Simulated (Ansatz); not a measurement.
# MoS2: the cost of one run

Method: DFT PBEsol, scalar-relativistic, plane waves, PAW, in Ansatz 0.2.0.

2 further runs of the same task are left out: 2 set aside as unsound or not needed.

### Step 1. The structure to begin with

The structure is trigonal, space group R3m (No. 160). Conventional cell: a = 3.143 Å, b = 3.143 Å, c = 18.855 Å, α = 90.00°, β = 90.00°, γ = 120.00°. Around Mo (site symmetry 3m) lie 6 S at 2.39 Å. S (site symmetry 3m) is surrounded by 3 Mo at 2.39 Å.

Structure file:

```cif
data_structure
_symmetry_space_group_name_H-M 'R3m:H'
_symmetry_Int_Tables_number 160
_cell_length_a 3.1431
_cell_length_b 3.1431
_cell_length_c 18.8552
_cell_angle_alpha 90.000
_cell_angle_beta 90.000
_cell_angle_gamma 120.000
_cell_volume 161.31
loop_
_atom_site_label
_atom_site_type_symbol
_atom_site_symmetry_multiplicity
_atom_site_Wyckoff_symbol
_atom_site_fract_x
_atom_site_fract_y
_atom_site_fract_z
_atom_site_occupancy
Mo1 Mo 3 a 0.00000 0.00000 0.00023 1
S1 S 3 a 0.33333 0.66667 0.25092 1
S2 S 3 a 0.66667 0.33333 0.08285 1
```

It goes back to an entry of the Materials Project, which need not be the stable form.

The unstrained cell comes from an earlier run at this level (9 atoms, E(σ→0) -20010.5039 eV, gap 0.99 eV over the zone).

### Step 2. Strain +1.0 %

input.yaml reads:

```yaml
crystal:
  lattice:
    - [3.1430697402, 0.0, 0.0]
    - [-1.5715348701, 2.7219782409, 0.0]
    - [0.1885517846, 0.0, 18.8551784641]
  atoms:
    - { symbol: Mo, position: [0.0, 0.0, 0.0002317093] }
    - { symbol: Mo, position: [0.6666666667, 0.3333333333, 0.3335650426] }
    - { symbol: Mo, position: [0.3333333333, 0.6666666667, 0.666898376] }
    - { symbol: S, position: [0.3333333333, 0.6666666667, 0.2509161738] }
    - { symbol: S, position: [0.6666666667, 0.3333333333, 0.0828511168] }
    - { symbol: S, position: [0.0, 0.0, 0.5842495072] }
    - { symbol: S, position: [0.3333333333, 0.6666666667, 0.4161844502] }
    - { symbol: S, position: [0.6666666667, 0.3333333333, 0.9175828405] }
    - { symbol: S, position: [0.0, 0.0, 0.7495177835] }
basis:
  ecutwfc: 420
kpoints:
  mp_grid: { grid: [12, 12, 2] }
hamiltonian:
  xc: pbesol
scf:
  occupations: { method: gaussian, width: 0.02 }
output:
  forces: true
  stress: true
  eigenvalues: true
relax:
  adjacent_minimum: "off"
  f_tol: 0.008
  max_steps: 40
```

Launch:

```console
$ ansatz run input.yaml --threads 1 --pin off --max-ram 2560MiB --backend cpu --events-out ev --progress --plain --runs-dir out
```

Q: Estimate wall time and peak memory on 1 thread of Intel Xeon Platinum 8375C at 2.90GHz (Ice Lake), shared host.

About 2.6 min, with a peak of 1 GiB.
